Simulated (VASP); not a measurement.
# Pb (Fm-3m) in VASP: a series of runs

Runs on Pb. Level: PBE+D3(BJ). Tasks: relaxation of cell and atoms, relaxation of the atoms.

Program: VASP 6.6.1. These are calculated values, not measurements. Logs are shortened: lines on timing, memory, paths and dates and some standing lists are left out, and cuts for length are marked.

### Step 1. Starting point

The structure is cubic, space group Fm-3m (No. 225). The conventional cell has a = 4.950 Å, b = 4.950 Å, c = 4.950 Å, α = 90.00°, β = 90.00°, γ = 90.00°. Pb (site symmetry m-3m) is surrounded by 12 Pb at 3.50 Å.

### Step 2. Relaxation of cell and atoms, PBE+D3(BJ)

Contents of INCAR:

```
SYSTEM = Pb
PREC = Accurate ; ENCUT = 600
EDIFF = 1E-6 ; ISMEAR = 1
SIGMA = 0.1 ; LREAL = .False.
LASPH = .True. ; NELM = 80
ALGO = Normal ; ISIF = 3
LWAVE = .False. ; LCHARG = .False.
GGA = PE ; IVDW = 12
IBRION = 2 ; NSW = 90
EDIFFG = -0.01
```

Contents of KPOINTS:

```
Automatic mesh
0
Gamma
  14 14 14
  0 0 0
```

Contents of POSCAR:

```
Pb
1.0
    0.0000000000      2.4750200000      2.4750200000
    2.4750200000      0.0000000000      2.4750200000
    2.4750200000      2.4750200000      0.0000000000
Pb
1
Direct
    0.0000000000      0.0000000000      0.0000000000
```

Potentials or basis: VASP PAW PBE potentials, release 64 (Pb_d).

Run with:

```sh
$ cat potpaw_PBE.64/Pb_d/POTCAR > POTCAR
$ mpirun -np 1 vasp_std > vasp.out
```

OUTCAR:

```text
SYSTEM = Pb
   PREC = Accurate
   ENCUT = 600
   EDIFF = 1E-6
   ISMEAR = 1
   LREAL = .False.
   LASPH = .True.
   NELM = 80
   ISIF = 3
   GGA = PE
   IVDW = 12
   IBRION = 2
   NSW = 90
   EDIFFG = -0.01
 IVDW          = 12

 ion  position               nearest neighbor table
   1  0.000  0.000  0.000-

  LATTYP: Found a face centered cubic cell.
 ALAT       =     4.9500400000

  Lattice vectors:

 A1 = (   0.0000000000,   2.4750200000,   2.4750200000)
 A2 = (   2.4750200000,   0.0000000000,   2.4750200000)
 A3 = (   2.4750200000,   2.4750200000,   0.0000000000)

Analysis of symmetry for initial positions (statically):
=====================================================================
 Subroutine PRICEL returns:
 Original cell was already a primitive cell.

 Routine SETGRP: Setting up the symmetry group for a
 face centered cubic supercell.

 Subroutine GETGRP returns: Found 48 space group operations
 (whereof 48 operations were pure point group operations)
 out of a pool of 48 trial point group operations.

The static configuration has the point symmetry O_h .

Analysis of symmetry for dynamics (positions and initial velocities):
=====================================================================
 Subroutine PRICEL returns:
 Original cell was already a primitive cell.

 Routine SETGRP: Setting up the symmetry group for a
 face centered cubic supercell.

 Subroutine GETGRP returns: Found 48 space group operations
 (whereof 48 operations were pure point group operations)
 out of a pool of 48 trial point group operations.

The dynamic configuration has the point symmetry O_h .

 Subroutine INISYM returns: Found 48 space group operations
 (whereof 48 operations are pure point group operations),
 and found     1 'primitive' translations

----------------------------------------------------------------------------------------

                                     Primitive cell

  volume of cell :      30.3226

  direct lattice vectors                    reciprocal lattice vectors
     0.000000000  2.475020000  2.475020000    -0.202018570  0.202018570  0.202018570
     2.475020000  0.000000000  2.475020000     0.202018570 -0.202018570  0.202018570
     2.475020000  2.475020000  0.000000000     0.202018570  0.202018570 -0.202018570

  length of vectors
[... 148 lines left out ...]
  energy-cutoff  :      600.00
  volume of cell :       30.32
      direct lattice vectors                 reciprocal lattice vectors
     0.000000000  2.475020000  2.475020000    -0.202018570  0.202018570  0.202018570
     2.475020000  0.000000000  2.475020000     0.202018570 -0.202018570  0.202018570
     2.475020000  2.475020000  0.000000000     0.202018570  0.202018570 -0.202018570

 POSITION                                       TOTAL-FORCE (eV/Angst)
 -----------------------------------------------------------------------------------
      0.00000      0.00000      0.00000        -0.000000     -0.000000     -0.000000
 -----------------------------------------------------------------------------------
    total drift:                               -0.000000     -0.000000     -0.000000

  FREE ENERGIE OF THE ION-ELECTRON SYSTEM (eV)
  ---------------------------------------------------
  free  energy   TOTEN  =        -3.9650115207 eV

  energy  without entropy=       -3.9650010983  energy(sigma->0) =       -3.96500805

--------------------------------------- Ionic step        2  -------------------------------------------

 number of electron      14.0000000 magnetization

 Free energy of the ion-electron system (eV)
  ---------------------------------------------------
  ext. energy  EPLUGINS =         0.00000000
  ---------------------------------------------------
  free energy    TOTEN  =        -3.55794337 eV

  energy without entropy =       -3.55789252  energy(sigma->0) =       -3.55792642

 E-fermi :   7.2553     XC(G=0): -10.1561

 val. band max:        7.2509840758   @ k =   0.3571   0.2143   0.0000
 cond. band min:       7.2584273173   @ k =  -0.2857   0.2857   0.0714
 fundamental gap:      0.0074432416
 Fermi energy:         7.2552845962

 k-point     1 :       0.0000    0.0000    0.0000
  band No.  band energies     occupation
      1      -9.8532      2.00000
      2      -9.8532      2.00000
      3      -9.8532      2.00000
      4      -9.7157      2.00000
      5      -9.7157      2.00000
      6      -4.4992      2.00000
      7      14.5851      0.00000
      8      14.5851      0.00000
      9      14.5851      0.00000
     10      16.9744      0.00000
     11      18.4774      0.00000
[... 309 lines left out ...]
 k-point    24 :       0.2857    0.1429    0.0000
  band No.  band energies     occupation
      1      -9.8932      2.00000
      2      -9.7963      2.00000
      3      -9.7687      2.00000
      4      -9.7275      2.00000
      5      -9.6477      2.00000
      6      -3.0763      2.00000
      7       8.4454     -0.00000
      8      11.9182      0.00000
      9      12.1572      0.00000
     10      15.6324      0.00000
     11      17.2207      0.00000

 [... further k-points ...]

------------------------ aborting loop because EDIFF is reached ----------------------------------------

 Edisp (eV)   -0.40717

 E8    (eV) :    -0.2064

  FORCE on cell =-STRESS in cart. coord.  units (eV):
  Direction    XX          YY          ZZ          XY          YZ          ZX
  --------------------------------------------------------------------------------------
  -------------------------------------------------------------------------------------
  Total      -0.00712    -0.00712    -0.00712    -0.00000     0.00000    -0.00000
  in kB      -0.37419    -0.37419    -0.37419    -0.00000     0.00000    -0.00000
  external pressure =       -0.37 kB  Pullay stress =        0.00 kB

 VOLUME and BASIS-vectors are now :
 -----------------------------------------------------------------------------
  energy-cutoff  :      600.00
  volume of cell :       30.51
      direct lattice vectors                 reciprocal lattice vectors
     0.000000000  2.479974203  2.479974203    -0.201615000  0.201615000  0.201615000
     2.479974203  0.000000000  2.479974203     0.201615000 -0.201615000  0.201615000
     2.479974203  2.479974203  0.000000000     0.201615000  0.201615000 -0.201615000

 POSITION                                       TOTAL-FORCE (eV/Angst)
 -----------------------------------------------------------------------------------
      4.95995      4.95995      4.95995        -0.000000      0.000000     -0.000000
 -----------------------------------------------------------------------------------
    total drift:                                0.000000      0.000000      0.000000

  FREE ENERGIE OF THE ION-ELECTRON SYSTEM (eV)
  ---------------------------------------------------
  free  energy   TOTEN  =        -3.9651094082 eV

  energy  without entropy=       -3.9650585521  energy(sigma->0) =       -3.96509246

 reached required accuracy - stopping structural energy minimisation
```

OSZICAR:

```text
N       E                     dE             d eps       ncg     rms          rms(c)
DAV:   1     0.107360388059E+03    0.10736E+03   -0.79800E+03  2300   0.164E+03
DAV:   2     0.123599995500E+01   -0.10612E+03   -0.10416E+03  2342   0.342E+02
DAV:   3    -0.345133325107E+01   -0.46873E+01   -0.46630E+01  2725   0.827E+01
DAV:   4    -0.356175908772E+01   -0.11043E+00   -0.11040E+00  2742   0.138E+01
DAV:   5    -0.356684815866E+01   -0.50891E-02   -0.50890E-02  2925   0.271E+00    0.524E-01
DAV:   6    -0.355765857214E+01    0.91896E-02   -0.15033E-02  2807   0.233E+00    0.260E-01
DAV:   7    -0.355541594493E+01    0.22426E-02   -0.65795E-03  2756   0.148E+00    0.870E-02
DAV:   8    -0.355535642521E+01    0.59520E-04   -0.40662E-04  2727   0.390E-01    0.108E-02
DAV:   9    -0.355535182987E+01    0.45953E-05   -0.11347E-05  2979   0.658E-02    0.532E-03
DAV:  10    -0.355535049396E+01    0.13359E-05   -0.11034E-06  1533   0.150E-02    0.488E-04
DAV:  11    -0.355535054398E+01   -0.50018E-07   -0.18733E-07  1285   0.974E-03
   1 F= -.39650115E+01 E0= -.39650080E+01  d E =-.396501E+01
       N       E                     dE             d eps       ncg     rms          rms(c)
DAV:   1    -0.356401501959E+01   -0.86645E-02   -0.18285E-01  2672   0.965E+00    0.404E-01
DAV:   2    -0.355871390856E+01    0.53011E-02   -0.10470E-02  2645   0.225E+00    0.144E-01
DAV:   3    -0.355795046474E+01    0.76344E-03   -0.30987E-03  2943   0.117E+00    0.115E-02
DAV:   4    -0.355794616902E+01    0.42957E-05   -0.34135E-05  2381   0.699E-02    0.653E-03
DAV:   5    -0.355794353299E+01    0.26360E-05   -0.19661E-05  2348   0.403E-02    0.361E-03
DAV:   6    -0.355794337267E+01    0.16032E-06   -0.10801E-06  1741   0.216E-02
   2 F= -.39651094E+01 E0= -.39650925E+01  d E =-.978876E-04
```

CONTCAR:

```text
Pb
   1.00000000000000
     0.0000000000000000    2.4799742032835845    2.4799742032835845
     2.4799742032835845    0.0000000000000000    2.4799742032835845
     2.4799742032835845    2.4799742032835845    0.0000000000000000
  Pb
     1
Direct
     1.0000000000000000    1.0000000000000000    1.0000000000000000

  0.00000000E+00  0.00000000E+00  0.00000000E+00
```

Run time: 28 s. Hardware: 1 thread of Intel Xeon 6975P-C (Granite Rapids), shared host; peak memory 0.2 GiB.

Results:

```
Free energy                            : -3.9651 eV
Relaxed volume                         : 30.51 Å³/atom
Relaxed cell                           : a = 3.507 Å, b = 3.507 Å, c = 3.507 Å, α = 60.00°, β = 60.00°, γ = 60.00°
Space group after relaxing (to 0.05 Å) : Fm-3m (No. 225)
Energy gained by relaxing              : 0.1 meV/atom
Ionic steps                            : 2
Pressure after relaxing                : 0.0 GPa
Band gap on the k mesh                 : none (metal or under the smearing width)
Dispersion energy per atom             : -0.407 eV
```

Final structure:
```xyz
1
Lattice="0.0000 2.4800 2.4800 2.4800 0.0000 2.4800 2.4800 2.4800 0.0000" Properties=species:S:1:pos:R:3 pbc="T T T"
Pb    4.9599    4.9599    4.9599
```

Caveat: pairwise dispersion overbinds metals, which lowers pressure and volume. Zero-point motion and thermal expansion aren't in these numbers.

[end of part 1 of 2]
